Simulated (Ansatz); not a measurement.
# SnO2 (Pnnm) in Ansatz: equation of state

Aim: energy against volume of SnO2 in PBE, for its equilibrium volume and stiffness.

All numbers are computed with Ansatz 0.2.0; they aren't measurements. Logs are shortened: lines on timing, memory, paths and dates and some standing lists are left out, and cuts for length are marked.

### Step 1. Starting point

It takes space group Pnnm (No. 58, orthorhombic). The conventional cell has a = 4.788 Å, b = 4.867 Å, c = 3.241 Å, α = 90.00°, β = 90.00°, γ = 90.00°. Sn (site symmetry 2/m) has 6 O at 2.09 to 2.10 Å as nearest neighbours. O (site symmetry m) has 3 Sn at 2.09 to 2.10 Å as nearest neighbours.

The cell is a database's computed one.

### Step 2. Single point, PBE, 11.83 Å³/atom (volume scaled by 0.94)

The input, input.yaml:

```yaml
crystal:
  lattice:
    - [4.6902622069, 0.0, 0.0]
    - [0.0, 4.7672361241, 0.0]
    - [0.0, 0.0, 3.1747386606]
  atoms:
    - { symbol: Sn, position: [0.0, 0.0, 0.0] }
    - { symbol: Sn, position: [0.5, 0.5, 0.5] }
    - { symbol: O, position: [0.708145, 0.678958, 0.0] }
    - { symbol: O, position: [0.208145, 0.821042, 0.5] }
    - { symbol: O, position: [0.791855, 0.178958, 0.5] }
    - { symbol: O, position: [0.291855, 0.321042, 0.0] }
hamiltonian:
  xc: pbe
  pseudopotentials: { kind: paw }
kpoints:
  mp_grid: { grid: [6, 6, 8] }
scf:
  occupations: { method: fermi_dirac, width: 0.05 }
output:
  forces: true
  stress: true
  eigenvalues: true
```

Potentials or basis: Ansatz PAW.

Command:

```console
$ ansatz run input.yaml --threads 2 --pin off --max-ram 5120MiB --backend cpu --events-out ev --progress --plain --runs-dir out
```

Standard output:

```text
Warning: RAYON_NUM_THREADS=2 ignored (pool sized by the plan → 2); use --threads N
Engine: ansatz 0.2.0, aarch64-unknown-linux-gnu
Pseudopotentials: kind: paw
Pseudopotential: Sn, paw, valence charge 14, recommended cutoff 420 eV (normal), Sn.paw.azcp
Pseudopotential: O, paw, valence charge 6, recommended cutoff 420 eV (normal), O.paw.azcp
Functional definition: PBE
  parameter kappa = 0.804
  parameter beta = 0.06672455060314922
  exchange = pbe_x(kappa = kappa, mu = beta*pi^2/3)
  correlation = pbe_c(beta = beta)
Crystal: 6 atoms, lattice volume = 70.986 Å³
Basis set: ecut = 420 eV, 1403 PW (Γ), exchange–correlation on 64×64×48 points (8 copies of the dense FFT grid, shifted against one another)
Bands: 32, of which v1, the nominal top of the filled ones, is band 26 counted from 1 (25 counted from 0)
Symmetry: 8 space group operations
Space group: Pnnm (ITA 58), of the structure as read, at distance tolerance 4.1e-5 Å
k-points: 80 of 288
Non-local potential: Sn, projectors of the file, l = 0: 2, l = 1: 2, l = 2: 2, l = 3: 2
Non-local potential: O, projectors of the file, l = 0: 2, l = 1: 2, l = 2: 1
PAW form: soft (Blöchl's): semilocal exchange-correlation on the pseudo side does not see the compensation charge
PAW one-centre angular grid: Sn, 590 points (default); XC on 64 Gauss nodes
PAW one-centre angular grid: O, 110 points (default); XC on 64 Gauss nodes
Initial density: superposition of atomic densities (neutral atoms: chi_scale 0, normalization atom), corrected by the library's trained network
Initial wavefunctions: pseudopotential atomic-orbital guess
Functional: x = pbe(κ = 0.804, μ = 0.2195149727645171), c = pbe(β = 0.06672455060314922)
SCF iter   1: F=—  HF=-14317.798122 eV  |F-HF|=—  |Δ(HF+E_count)|=         —  Δρ=1.11e-3  dr2=2.69e-4  ethr=1.77e-3  ⟨swp⟩=6.0  Hψ=11212  notcnv=0  defer=7
preconditioner: auto → Resta (q_TF=auto, 2.590 Å⁻¹)  ε∞=3.6  [insulator: Δε(μ)=1.442 eV  Ē_g=19.807 eV  σ=0.050 eV  W_gap=1.00  n_scr=18 (ndim 8)  ℏωp=31.8 eV  f_vac=0.024  D(μ)=0.00/eV (n_scr^D=0)  ε∞_Penn≈3.6]
SCF iter   2: F=—  HF=-14317.799823 eV  |F-HF|=—  |Δ(HF+E_count)|=   1.70e-3  Δρ=5.94e-4  dr2=7.85e-5  ethr=5.17e-7  ⟨swp⟩=2.7  Hψ=5549  notcnv=0  defer=17
SCF iter   3: F=—  HF=-14317.800180 eV  |F-HF|=—  |Δ(HF+E_count)|=   3.57e-4  Δρ=1.86e-4  dr2=1.83e-5  ethr=1.51e-7  ⟨swp⟩=2.8  Hψ=4378  notcnv=0
automatic band count: iteration 3 solves 31 bands in place of 32: the levels show a gap, and the empty bands left out lie too high to hold charge; the band table lists the bands solved (type scf.n_extra_bands for more)
SCF iter   4: F=—  HF=-14317.800187 eV  |F-HF|=—  |Δ(HF+E_count)|=   7.46e-6  Δρ=4.72e-5  dr2=7.59e-7  ethr=3.52e-8  ⟨swp⟩=2.0  Hψ=3390  notcnv=0
SCF iter   5: F=—  HF=-14317.800188 eV  |F-HF|=—  |Δ(HF+E_count)|=   9.59e-7  Δρ=1.75e-5  dr2=1.13e-7  ethr=1.46e-9  ⟨swp⟩=2.0  Hψ=4160  notcnv=0
SCF iter   6: F=-14317.800189 eV  HF=-14317.800189 eV  |F-HF|=1.16e-8  |Δ(HF+E_count)|=   2.86e-7  Δρ=3.86e-6  dr2=5.62e-9  ethr=1.92e-10  ⟨swp⟩=7.8  Hψ=10261  notcnv=0
SCF 1 converged in 6 iterations: F = -14317.800189 eV  dr2 = 5.62e-9
SCF converged after 6 iterations
Free energy (F): -14317.800189 eV
Harris-Foulkes:  -14317.800189 eV  (|F-HF|=1.16e-8)
Internal energy: -14317.800189 eV  (E = F + TS)
E sigma→0 (E₀):  -14317.800189 eV
Fermi energy:    10.313597 eV
--- Per-component energies (eV) ---
  E_band       = -108.406837
  E_kinetic    = 1086.024732
  E_local      = -2836.875969  (includes V_loc(G=0)·N_el)
  E_nonlocal   = 134.985439
  E_hartree    = 1481.973761
  E_xc         = -1055.170628
  E_vxc        = -564.360524  (∫ρ·V_xc dr)
  E_paw        = -8930.583544  (= ΣΔE_a)
  E_vpaw       = -892.138864  (= ΣTr[D̂ρ^β])
  E_aug_tail   = 0.009958  (compensation charges beyond the density's cutoff)
  E_ewald      = -4198.163937
  E_smearing   = -0.000000  (= −TS)
  E_closure    = 0.000000  (closes the sum)
  Σ components = -14317.800189   (vs F -14317.800189, Δ=0.00e0)
--- Forces (eV/Å), atoms counted from 1 ---
  atom   1  Sn     0.00000000     0.00000000     0.00000000
  atom   2  Sn     0.00000000     0.00000000    -0.00000000
  atom   3  O      0.14720915     0.15717188    -0.00000000
  atom   4  O      0.14720915    -0.15717188    -0.00000000
  atom   5  O     -0.14720915     0.15717188     0.00000000
  atom   6  O     -0.14720915    -0.15717188     0.00000000
  max |Σ_I F_I| component: 2.78e-17 eV/Å
--- Stress (GPa, compression-positive) ---
       11.282553       0.000000       0.000000
        0.000000      11.018591       0.000000
        0.000000       0.000000      14.645964
  P = ⅓ Tr σ = 12.3157 GPa (123.157 kbar)
--- Band table (eV; the first three rows and the last of 80) ---
  k-point 0: bands = ["-11.4819", "-10.6975", "-10.4025", "-10.3820", "-10.3774", "-10.2926", "-10.2501", "-10.1582", "-10.1308", "-10.1262", "-9.3184", "-7.4910", "-7.4503", "-5.6343", "1.5289", "5.3332", "5.6989", "5.7871", "6.5080", "7.6204", "7.7199", "8.4187", "8.4557", "8.8786", "8.8905", "9.5721", "11.0134", "15.8808", "15.9880", "16.1581", "20.2734"]
  k-point 1: bands = ["-11.4047", "-10.5989", "-10.5408", "-10.5383", "-10.3732", "-10.3078", "-10.2436", "-10.1587", "-10.1525", "-10.1479", "-9.2396", "-7.2299", "-7.1944", "-5.7537", "1.5149", "5.4935", "5.5638", "5.9165", "6.6148", "6.6305", "7.5922", "7.8322", "7.8853", "8.9068", "8.9355", "9.4679", "11.9500", "16.2018", "16.6428", "16.8089", "19.2590"]
  k-point 2: bands = ["-11.2018", "-10.8615", "-10.8613", "-10.4398", "-10.3035", "-10.2951", "-10.2261", "-10.1933", "-10.1898", "-10.1613", "-8.9552", "-6.6617", "-6.6365", "-6.1305", "1.5352", "5.0236", "5.3852", "5.9173", "6.1507", "6.7514", "6.9179", "6.9493", "7.1191", "8.7814", "8.8628", "9.1116", "13.5501", "16.6719", "18.0971", "18.2229", "18.5960"]
  k-point 79: bands = ["-11.2356", "-11.2356", "-10.7196", "-10.7196", "-10.2479", "-10.2479", "-10.1771", "-10.1771", "-10.1282", "-10.1282", "-7.3956", "-7.3956", "-6.0024", "-6.0024", "1.6511", "1.6511", "4.5981", "4.5981", "7.1168", "7.1168", "7.2233", "7.2233", "8.6586", "8.6586", "8.8216", "8.8216", "14.6141", "14.6141", "18.5865", "18.5865", "20.8041"]
```

Wall time 5.4 s (2 threads of Arm Neoverse V1, shared host); peak memory 0.41 GiB.

What came out:

```yaml
Free_energy: -14317.8002 eV
Pressure: 12.3 GPa
Largest_force: 0.215 eV/Å
Band_gap_on_the_k_mesh: 1.44 eV, direct
```

Caveat: the pressure holds a Pulay correction of +0.8 GPa for the finite cutoff; spin-orbit coupling is left out, which moves the levels of the heavy elements.

### Step 3. Single point, PBE, 12.08 Å³/atom (volume scaled by 0.96)

Changes to input.yaml since step 2:

```diff
@@ -2,5 +2,5 @@
   lattice:
-    - [4.6902622069, 0.0, 0.0]
-    - [0.0, 4.7672361241, 0.0]
-    - [0.0, 0.0, 3.1747386606]
+    - [4.7232933107, 0.0, 0.0]
+    - [0.0, 4.8008093156, 0.0]
+    - [0.0, 0.0, 3.1970967117]
   atoms:
```

Potentials or basis: Ansatz PAW.

Command:

```console
$ ansatz run input.yaml --threads 2 --pin off --max-ram 5120MiB --backend cpu --events-out ev --progress --plain --runs-dir out
```

It took 5.7 s on 2 threads of Arm Neoverse V1, shared host; peak memory 0.42 GiB.

Results (log left out):

```
Free energy            : -14317.8931 eV
Pressure               : 7.5 GPa
Largest force          : 0.136 eV/Å
Band gap on the k mesh : 1.21 eV, direct
```

Caveat: the pressure holds a Pulay correction of +0.8 GPa for the finite cutoff; spin-orbit coupling is left out, which moves the levels of the heavy elements.

### Step 4. Single point, PBE, 12.33 Å³/atom (volume scaled by 0.98)

Changes to input.yaml since step 3:

```diff
@@ -2,5 +2,5 @@
   lattice:
-    - [4.7232933107, 0.0, 0.0]
-    - [0.0, 4.8008093156, 0.0]
-    - [0.0, 0.0, 3.1970967117]
+    - [4.7558687767, 0.0, 0.0]
+    - [0.0, 4.8339193917, 0.0]
+    - [0.0, 0.0, 3.2191463513]
   atoms:
```

Command:

```console
$ ansatz run input.yaml --threads 2 --pin off --max-ram 5120MiB --backend cpu --events-out ev --progress --plain --runs-dir out
```

It took 5.5 s on 2 threads of Arm Neoverse V1, shared host; peak memory 0.42 GiB.

It converged, with:

```
Free energy            : -14317.9434 eV
Pressure               : 3.2 GPa
Largest force          : 0.076 eV/Å
Band gap on the k mesh : 1.00 eV, direct
```

Caveat: the pressure holds a Pulay correction of +0.8 GPa for the finite cutoff; spin-orbit coupling is left out, which moves the levels of the heavy elements.

### Step 5. Single point, PBE, 12.59 Å³/atom

Changes to input.yaml since step 4:

```diff
@@ -2,5 +2,5 @@
   lattice:
-    - [4.7558687767, 0.0, 0.0]
-    - [0.0, 4.8339193917, 0.0]
-    - [0.0, 0.0, 3.2191463513]
+    - [4.788004, 0.0, 0.0]
+    - [0.0, 4.866582, 0.0]
+    - [0.0, 0.0, 3.240898]
   atoms:
```

Command:

```console
$ ansatz run input.yaml --threads 2 --pin off --max-ram 5120MiB --backend cpu --events-out ev --progress --plain --runs-dir out
```

Wall time 6 s (2 threads of Arm Neoverse V1, shared host); peak memory 0.42 GiB.

It converged, with:

| Quantity | Value |
| --- | --- |
| Free energy | -14317.9558 eV |
| Pressure | -0.5 GPa |
| Largest force | 0.072 eV/Å |
| Band gap on the k mesh | 0.81 eV, direct |

Caveat: the pressure holds a Pulay correction of +0.8 GPa for the finite cutoff; spin-orbit coupling is left out, which moves the levels of the heavy elements.

(Continued in part 2 of 2.)
